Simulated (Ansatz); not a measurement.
**Mn: energy and pressure over a range of volumes**

How stiff is Mn, and at what volume does the pressure vanish? The cell is scaled evenly, atoms carried along, and solved with LAPW, PAW and all-electron datasets made for the crystal.

The COD cell was measured well above room temperature, so it is larger than a cold one.

Computed with Ansatz 0.2.0 (DFT PBE, scalar-relativistic, unless a step's input says otherwise).

### Step 1. Starting point

It takes space group Im-3m (No. 229, cubic). The conventional cell has a = 3.081 Å, b = 3.081 Å, c = 3.081 Å, α = 90.00°, β = 90.00°, γ = 90.00°. Around Mn (site symmetry m-3m) lie 8 Mn at 2.67 Å.

As a file:

```
Mn
1.0
    -1.54050    1.54050    1.54050
     1.54050   -1.54050    1.54050
     1.54050    1.54050   -1.54050
Mn
1
Cartesian
  0.0000 0.0000 0.0000
```

The cell comes from a crystallographic database entry that wasn't checked; take it as a given geometry, which may be far from equilibrium.

### Step 2. Volume × 0.95, LAPW

Contents of input.yaml:

```yaml
crystal:
  lattice:
    - [-1.5143847854, 1.5143847854, 1.5143847854]
    - [1.5143847854, -1.5143847854, 1.5143847854]
    - [1.5143847854, 1.5143847854, -1.5143847854]
  atoms:
    - { symbol: Mn, position: [0.0, 0.0, 0.0], spin: 4.0 }
magnetization:
  spin_polarized: true
kpoints:
  mp_grid: { grid: [19, 19, 19] }
scf:
  occupations: { method: fermi_dirac, width: 0.03 }
hamiltonian:
  xc: pbe
  pseudopotentials: { kind: all_electron, lapw: { basis_error: 0.001 } }
output:
  forces: true
  stress: true
  eigenvalues: true
```

### Step 3. Volume × 0.95, PAW

input.yaml: that of step 2 with these lines changed.

```diff
@@ -15,3 +15,3 @@
   xc: pbe
-  pseudopotentials: { kind: all_electron, lapw: { basis_error: 0.001 } }
+  pseudopotentials: { kind: paw }
 output:
@@ -20 +20,2 @@
   eigenvalues: true
+  efg: { contact_densities: true }
```

### Step 4. Volume × 0.95, crystal datasets

input.yaml: that of step 3 with these lines changed.

```diff
@@ -15,3 +15,3 @@
   xc: pbe
-  pseudopotentials: { kind: paw }
+  pseudopotentials: { kind: all_electron, datasets: crystal }
 output:
```

### Step 5. Volume × 0.975, LAPW

Contents of input.yaml:

```yaml
crystal:
  lattice:
    - [-1.5275540098, 1.5275540098, 1.5275540098]
    - [1.5275540098, -1.5275540098, 1.5275540098]
    - [1.5275540098, 1.5275540098, -1.5275540098]
  atoms:
    - { symbol: Mn, position: [0.0, 0.0, 0.0], spin: 4.0 }
magnetization:
  spin_polarized: true
kpoints:
  mp_grid: { grid: [19, 19, 19] }
scf:
  occupations: { method: fermi_dirac, width: 0.03 }
hamiltonian:
  xc: pbe
  pseudopotentials: { kind: all_electron, lapw: { basis_error: 0.001 } }
output:
  forces: true
  stress: true
  eigenvalues: true
```

### Step 6. Volume × 0.975, PAW

input.yaml: that of step 5 with these lines changed.

```diff
@@ -15,3 +15,3 @@
   xc: pbe
-  pseudopotentials: { kind: all_electron, lapw: { basis_error: 0.001 } }
+  pseudopotentials: { kind: paw }
 output:
@@ -20 +20,2 @@
   eigenvalues: true
+  efg: { contact_densities: true }
```

### Step 7. Volume × 1.025, LAPW

Contents of input.yaml:

```yaml
crystal:
  lattice:
    - [-1.5532319823, 1.5532319823, 1.5532319823]
    - [1.5532319823, -1.5532319823, 1.5532319823]
    - [1.5532319823, 1.5532319823, -1.5532319823]
  atoms:
    - { symbol: Mn, position: [0.0, 0.0, 0.0], spin: 4.0 }
magnetization:
  spin_polarized: true
kpoints:
  mp_grid: { grid: [19, 19, 19] }
scf:
  occupations: { method: fermi_dirac, width: 0.03 }
hamiltonian:
  xc: pbe
  pseudopotentials: { kind: all_electron, lapw: { basis_error: 0.001 } }
output:
  forces: true
  stress: true
  eigenvalues: true
```

### Step 8. Volume × 1.025, PAW

input.yaml: that of step 7 with these lines changed.

```diff
@@ -15,3 +15,3 @@
   xc: pbe
-  pseudopotentials: { kind: all_electron, lapw: { basis_error: 0.001 } }
+  pseudopotentials: { kind: paw }
 output:
@@ -20 +20,2 @@
   eigenvalues: true
+  efg: { contact_densities: true }
```

### Step 9. Volume × 1.05, LAPW

Contents of input.yaml:

```yaml
crystal:
  lattice:
    - [-1.5657585877, 1.5657585877, 1.5657585877]
    - [1.5657585877, -1.5657585877, 1.5657585877]
    - [1.5657585877, 1.5657585877, -1.5657585877]
  atoms:
    - { symbol: Mn, position: [0.0, 0.0, 0.0], spin: 4.0 }
magnetization:
  spin_polarized: true
kpoints:
  mp_grid: { grid: [19, 19, 19] }
scf:
  occupations: { method: fermi_dirac, width: 0.03 }
hamiltonian:
  xc: pbe
  pseudopotentials: { kind: all_electron, lapw: { basis_error: 0.001 } }
output:
  forces: true
  stress: true
  eigenvalues: true
```

### Step 10. Volume × 1.05, PAW

input.yaml: that of step 9 with these lines changed.

```diff
@@ -15,3 +15,3 @@
   xc: pbe
-  pseudopotentials: { kind: all_electron, lapw: { basis_error: 0.001 } }
+  pseudopotentials: { kind: paw }
 output:
@@ -20 +20,2 @@
   eigenvalues: true
+  efg: { contact_densities: true }
```

### Step 11. Volume × 1.05, crystal datasets

input.yaml: that of step 10 with these lines changed.

```diff
@@ -15,3 +15,3 @@
   xc: pbe
-  pseudopotentials: { kind: paw }
+  pseudopotentials: { kind: all_electron, datasets: crystal }
 output:
```

(Steps that only read results are left out.)

Q: Predict the outcome of this session.

As calculated:

```
                        quantity       value
pressure at 13.89 Å³/atom (LAPW)  -34.22 GPa
pressure at 15.35 Å³/atom (LAPW)   -4.05 GPa
```

**Reading.** Over this range the mean stiffness −dP/dlnV is -301 GPa by LAPW; the pressure keeps one sign, so equilibrium lies outside the range. The moment on Mn goes from 1.27 to 3.56 μB as the cell expands. No thermal or zero-point expansion is included. Other magnetic orders may lie lower; this is the state that the run reached.
